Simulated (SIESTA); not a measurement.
Ti:

```
Ti
1.0
     0.00000    2.03000    2.03000
     2.03000    0.00000    2.03000
     2.03000    2.03000    0.00000
Ti
1
Direct
  0.00000 0.00000 0.00000
```

This isn't the form of Ti at room conditions, which is hcp.

Base run:

| Item | Value |
| --- | --- |
| Program | SIESTA 5.4.2 |
| Functional | LDA |
| Potentials or basis | PseudoDojo 0.4 standard (LDA files) |
| Basis | DZP (energy shift 0.003 Ry; two zetas on semicore shells) |
| Grid cutoff | 800 Ry |
| Energy shift | 0.003 Ry |
| k mesh | 11 × 11 × 11 |
| Occupations | fermi-dirac, width 0.05 eV |
| Spin | no spin polarisation |

Its results: band gap on the k mesh none (metal or under the smearing width); pressure -4.6 GPa.

Task: The run is repeated on the same cell with these changes: functional from LDA to PBEsol; potentials or basis from PseudoDojo 0.4 standard (LDA files) to PseudoDojo 0.4 standard (PBEsol files). What comes out?

Result: Band gap on the k mesh none (metal or under the smearing width); pressure 0.0 GPa.

Caveats: the basis of atomic orbitals isn't converged, which shifts pressures, moduli and gaps.
